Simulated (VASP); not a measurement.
# Sb (Im-3m) in VASP: further runs

The runs below take Sb through single point, with PBE.

Everything below comes from runs of VASP 6.6.1. Logs are shortened: lines on timing, memory, paths and dates and some standing lists are left out, and cuts for length are marked.

## (1) The structure

It takes space group Im-3m (No. 229, cubic). The conventional cell has a = 3.743 Å, b = 3.743 Å, c = 3.743 Å, α = 90.00°, β = 90.00°, γ = 90.00°. Around Sb (site symmetry m-3m) lie 8 Sb at 3.24 Å.

This isn't the form of Sb at room conditions, which is rhombohedral.

## (2) Single point, PBE

INCAR reads:

```
SYSTEM = Sb
PREC = Accurate
ENCUT = 550
EDIFF = 1E-6
ISMEAR = 0
SIGMA = 0.05
LREAL = .False.
LASPH = .True.
NELM = 100
ALGO = Normal
ISIF = 2
LWAVE = .False.
LCHARG = .False.
GGA = PE
ADDGRID = .False.
```

KPOINTS reads:

```
Automatic mesh
0
Gamma
  6 6 6
  0 0 0
```

POSCAR reads:

```
Sb
1.0
   -1.8713408863      1.8713408863      1.8713408863
    1.8713408863     -1.8713408863      1.8713408863
    1.8713408863      1.8713408863     -1.8713408863
Sb
1
Direct
    0.0000000000      0.0000000000      0.0000000000
```

Potentials or basis: VASP PAW PBE potentials, release 64 (Sb).

Launch:

```sh
$ cat potpaw_PBE.64/Sb/POTCAR > POTCAR
$ mpirun -np 1 vasp_std > vasp.out
```

OUTCAR:

```text
SYSTEM = Sb
   PREC = Accurate
   ENCUT = 550
   EDIFF = 1E-6
   ISMEAR = 0
   LREAL = .False.
   LASPH = .True.
   NELM = 100
   ISIF = 2
   GGA = PE

 Found     16 irreducible k-points:

 Following reciprocal coordinates:
            Coordinates               Weight
  0.000000  0.000000  0.000000      1.000000
  0.166667  0.000000  0.000000     12.000000
  0.333333  0.000000  0.000000     12.000000
  0.500000  0.000000  0.000000      6.000000
  0.166667  0.166667  0.000000     24.000000
  0.333333  0.166667  0.000000     48.000000
   k-points           NKPTS =     16   k-points in BZ     NKDIM =     16   number of bands    NBANDS=      6
   number of dos      NEDOS =    301   number of ions     NIONS =      1
   total plane-waves  NPLWV =  21952
   dimension x,y,z NGX =    28 NGY =   28 NGZ =   28
   dimension x,y,z NGXF=    56 NGYF=   56 NGZF=   56
   ions per type =               1
   NGX,Y,Z   is equivalent  to a cutoff of  14.36, 14.36, 14.36 a.u.
   NGXF,Y,Z  is equivalent  to a cutoff of  28.72, 28.72, 28.72 a.u.
 SYSTEM =  Sb
   PREC   = accura    normal or accurate (medium, high low for compatibility)
   ISTART =      0    job   : 0-new  1-cont  2-samecut
   ICHARG =      2    charge: 1-file 2-atom 10-const
   ISPIN  =      1    spin polarized calculation?
   LNONCOLLINEAR =      F non collinear calculations
   LSORBIT =      F    spin-orbit coupling
   LASPH  =      T    aspherical Exc in radial PAW
   ENCUT  =  550.0 eV  40.42 Ry    6.36 a.u.   6.20  6.20  6.20*2*pi/ulx,y,z
   NELM   =    100;   NELMIN=  2; NELMDL= -5     # of ELM steps
   EDIFF  = 0.1E-05   stopping-criterion for ELM
   LREAL  =      F    real-space projection
   EDIFFG = 0.1E-04   stopping-criterion for IOM
   NSW    =      0    number of steps for IOM
   IBRION =     -1    ionic relax: 0-MD 1-quasi-New 2-CG
   NFREE  =      0    steps in history (QN), initial steepest desc. (CG)
   ISIF   =      2    stress and relaxation
   ISYM   =      2    0-nonsym 1-usesym 2-fastsym
   POTIM  = 0.5000    time-step for ionic-motion
   TEBEG  =    0.0;   TEEND  =   0.0 temperature during run
   PSTRESS=    0.0 pullay stress
   NELECT =       5.0000    total number of electrons
   NUPDOWN=      -1.0000    fix difference up-down
   EMIN   =  10.00;   EMAX   =-10.00  energy-range for DOS
   EFERMI =   0.00;   METHOD = LEGACY
   ISMEAR =     0;   SIGMA  =   0.05  broadening in eV -4-tet -1-fermi 0-gaus
   EFERMI_NEDOS =   21; number of points for ismear=-14 and -15
   IALGO  =     38    algorithm
   IMIX   =      4    mixing-type and parameters
     AMIX     =   0.40;   BMIX     =  1.00
     AMIX_MAG =   1.60;   BMIX_MAG =  1.00
  volume/ion in A,a.u.               =      26.21       176.89
  Fermi-wavevector in a.u.,A,eV,Ry     =   0.942378  1.780837 12.083018  0.888077
  Thomas-Fermi vector in A             =   2.069982
   LORBIT       =      0    0 simple, 1 ext, 2 COOP (PROOUT), +10 PAW based schemes
   GGA     = PE    functional components
   LHFCALC =     F    Hartree Fock is set to
   AEXX    =    0.0000 exact exchange contribution
   IVDW    =     0    specifies the selected vdW correction
   LEPSILON=     F    determine dielectric tensor
   LRPA    =     F    only Hartree local field effects (RPA)
 non-spin polarized calculation
 Gauss-broadening in eV      SIGMA  =   0.05
  energy-cutoff  :      550.00
  volume of cell :       26.21
 maximum number of plane-waves:       784
 NGX is ok and might be reduce to    28
   NGX = 13   NGY = 13   NGZ = 13

 number of electron       5.0000000 magnetization

 Free energy of the ion-electron system (eV)
  ---------------------------------------------------
  ext. energy  EPLUGINS =         0.00000000
  ---------------------------------------------------
  free energy    TOTEN  =        -3.83693534 eV

  energy without entropy =       -3.83377216  energy(sigma->0) =       -3.83535375

 E-fermi :   8.3289     XC(G=0): -10.3453

 val. band max:        8.2808522352   @ k =   0.3333   0.1667   0.0000
 cond. band min:       8.3747371321   @ k =   0.5000   0.5000   0.3333
 fundamental gap:      0.0938848968
 Fermi energy:         8.3289390118

 k-point     1 :       0.0000    0.0000    0.0000
  band No.  band energies     occupation
      1      -4.2470      2.00000
      2      14.5117      0.00000
      3      14.5117      0.00000
      4      14.5117      0.00000
      5      19.4599      0.00000
      6      19.4599      0.00000

 k-point     2 :       0.1667    0.0000    0.0000
  band No.  band energies     occupation
      1      -3.6518      2.00000
      2      11.0170      0.00000
      3      13.0171      0.00000
      4      14.0089      0.00000
      5      17.3709      0.00000
      6      17.6036      0.00000

 k-point     3 :       0.3333    0.0000    0.0000
  band No.  band energies     occupation
      1      -1.9198      2.00000
      2       6.0808      2.00000
      3      11.2277      0.00000
      4      13.0599      0.00000
      5      15.8152      0.00000
      6      16.2222      0.00000

 k-point     4 :       0.5000    0.0000    0.0000
  band No.  band energies     occupation
      1      -0.0457      2.00000
      2       3.0498      2.00000
      3      10.5572      0.00000
      4      12.6365      0.00000
      5      15.3193      0.00000
      6      15.7617      0.00000

 k-point     5 :       0.1667    0.1667    0.0000
  band No.  band energies     occupation
      1      -2.4827      2.00000
      2       8.1002      2.00000
      3      10.1516      0.00000
      4      12.5798      0.00000
      5      17.1831      0.00000
      6      17.9678      0.00000

 k-point     6 :       0.3333    0.1667    0.0000
  band No.  band energies     occupation
      1      -0.3887      2.00000
      2       4.4484      2.00000
      3       8.2809      1.82620
      4      11.6796      0.00000
      5      16.6101      0.00000
      6      18.9510      0.00000

 [... further k-points ...]

------------------------ aborting loop because EDIFF is reached ----------------------------------------

  FORCE on cell =-STRESS in cart. coord.  units (eV):
  Direction    XX          YY          ZZ          XY          YZ          ZX
  --------------------------------------------------------------------------------------
  -------------------------------------------------------------------------------------
  Total        0.5374736      0.5374736      0.5374736      0.0000000     -0.0000000      0.0000000
  in kB       32.8510284     32.8510284     32.8510284      0.0000000     -0.0000000      0.0000000
  external PRESSURE =      32.8510284 kB  Pullay stress =       0.0000000 kB

 VOLUME and BASIS-vectors are now :
 -----------------------------------------------------------------------------
  energy-cutoff  :      550.00
  volume of cell :       26.21
      direct lattice vectors                 reciprocal lattice vectors
    -1.871340886  1.871340886  1.871340886     0.000000000  0.267188092  0.267188092
     1.871340886 -1.871340886  1.871340886     0.267188092  0.000000000  0.267188092
     1.871340886  1.871340886 -1.871340886     0.267188092  0.267188092  0.000000000

 POSITION                                       TOTAL-FORCE (eV/Angst)
 -----------------------------------------------------------------------------------
      0.00000      0.00000      0.00000         0.000000      0.000000     -0.000000
 -----------------------------------------------------------------------------------
    total drift:                                0.000000      0.000000      0.000000

  FREE ENERGIE OF THE ION-ELECTRON SYSTEM (eV)
  ---------------------------------------------------
  free  energy   TOTEN  =        -3.8369353448 eV

  energy  without entropy=       -3.8337721588  energy(sigma->0) =       -3.83535375
```

It took 7.9 s on 1 thread of AMD EPYC 7R43 (Zen 3), shared host; peak memory 0.11 GiB.

The run converged, but some of its settings lie outside the range that counts as converged, so its numbers aren't taken as properties of the crystal.

Results:

```yaml
Free_energy: -3.8369 eV
Pressure: 3.3 GPa
Band_gap_on_the_k_mesh: none (metal or under the smearing width)
```

Caveat: the k mesh is coarse (spacing up to 0.40 Å⁻¹), so the values aren't converged.

## (3) Single point, PBE

INCAR is that of step 2.

KPOINTS is that of step 2.

POSCAR reads:

```
Sb
1.0
   -1.8488020000      1.8498240000      1.9110830000
    1.8778730000     -1.8297390000      1.9200690000
    1.8451380000      1.8260750000     -1.8909980000
Sb
1
Direct
   -0.0010080000      0.0132760000      0.0062290000
```

Potentials or basis: VASP PAW PBE potentials, release 64 (Sb).

Launch:

```sh
$ cat potpaw_PBE.64/Sb/POTCAR > POTCAR
$ mpirun -np 1 vasp_std > vasp.out
```

OUTCAR:

```text
SYSTEM = Sb
   PREC = Accurate
   ENCUT = 550
   EDIFF = 1E-6
   ISMEAR = 0
   LREAL = .False.
   LASPH = .True.
   NELM = 100
   ISIF = 2
   GGA = PE

 Found    112 irreducible k-points:

 Following reciprocal coordinates:
            Coordinates               Weight
  0.000000  0.000000  0.000000      1.000000
  0.166667 -0.000000  0.000000      2.000000
  0.333333 -0.000000  0.000000      2.000000
  0.500000 -0.000000  0.000000      1.000000
  0.000000  0.166667 -0.000000      2.000000
  0.166667  0.166667  0.000000      2.000000
   k-points           NKPTS =    112   k-points in BZ     NKDIM =    112   number of bands    NBANDS=      6
   number of dos      NEDOS =    301   number of ions     NIONS =      1
   total plane-waves  NPLWV =  21952
   dimension x,y,z NGX =    28 NGY =   28 NGZ =   28
   dimension x,y,z NGXF=    56 NGYF=   56 NGZF=   56
   ions per type =               1
   NGX,Y,Z   is equivalent  to a cutoff of  14.37, 14.32, 14.49 a.u.
   NGXF,Y,Z  is equivalent  to a cutoff of  28.74, 28.65, 28.99 a.u.
 SYSTEM =  Sb
   PREC   = accura    normal or accurate (medium, high low for compatibility)
   ISTART =      0    job   : 0-new  1-cont  2-samecut
   ICHARG =      2    charge: 1-file 2-atom 10-const
   ISPIN  =      1    spin polarized calculation?
   LNONCOLLINEAR =      F non collinear calculations
   LSORBIT =      F    spin-orbit coupling
   LASPH  =      T    aspherical Exc in radial PAW
[... 58 lines left out ...]

 k-point     1 :       0.0000    0.0000    0.0000
  band No.  band energies     occupation
      1      -4.2464      2.00000
      2      14.2879      0.00000
      3      14.5450      0.00000
      4      14.6841      0.00000
      5      19.1423      0.00000
      6      19.3712      0.00000
[... 37 lines left out ...]
 k-point     6 :       0.1667    0.1667    0.0000
  band No.  band energies     occupation
      1      -2.5602      2.00000
      2       8.0629      2.00000
      3       9.9897      0.00000
      4      12.9681      0.00000
      5      17.5265      0.00000
      6      18.2403      0.00000

 [... further k-points ...]

------------------------ aborting loop because EDIFF is reached ----------------------------------------

  FORCE on cell =-STRESS in cart. coord.  units (eV):
  Direction    XX          YY          ZZ          XY          YZ          ZX
  --------------------------------------------------------------------------------------
  -------------------------------------------------------------------------------------
  Total        0.7499618      0.5753109      0.5226356     -0.1301079      0.1770855      0.1426384
  in kB       45.8385754     35.1637011     31.9441194     -7.9523504     10.8236810      8.7182310
  external PRESSURE =      37.6487987 kB  Pullay stress =       0.0000000 kB

 VOLUME and BASIS-vectors are now :
 -----------------------------------------------------------------------------
  energy-cutoff  :      550.00
  volume of cell :       26.21
      direct lattice vectors                 reciprocal lattice vectors
    -1.848802000  1.849824000  1.911083000    -0.001760844  0.270622024  0.259612708
     1.877873000 -1.829739000  1.920069000     0.266576263 -0.001149462  0.259001326
     1.845138000  1.826075000 -1.890998000     0.268894891  0.272329269 -0.003468089

 POSITION                                       TOTAL-FORCE (eV/Angst)
 -----------------------------------------------------------------------------------
     -1.81051      1.83504      1.92287        -0.000000     -0.000000      0.000000
 -----------------------------------------------------------------------------------
    total drift:                                0.000000     -0.000000     -0.000000

  FREE ENERGIE OF THE ION-ELECTRON SYSTEM (eV)
  ---------------------------------------------------
  free  energy   TOTEN  =        -3.8410197237 eV

  energy  without entropy=       -3.8386178613  energy(sigma->0) =       -3.83981879
```

stdout:

```text
POSCAR found type information on POSCAR Sb
 POSCAR found :  1 types and       1 ions
 scaLAPACK will be used
 LDA part: xc-table for (Slater+PW92), standard interpolation
 POSCAR, INCAR and KPOINTS ok, starting setup
 FFT: planning ... GRIDC
 FFT: planning ... GRID_SOFT
 FFT: planning ... GRID
 WAVECAR not read
 entering main loop
```

It took 22 s on 1 thread of AMD EPYC 7R43 (Zen 3), shared host; peak memory 0.13 GiB.

The run converged, but some of its settings lie outside the range that counts as converged, so its numbers aren't taken as properties of the crystal.

Results:

- Free energy: -3.8410 eV
- Pressure: 3.8 GPa
- Band gap on the k mesh: none (metal or under the smearing width)

Caveat: the k mesh is coarse (spacing up to 0.40 Å⁻¹), so the values aren't converged.
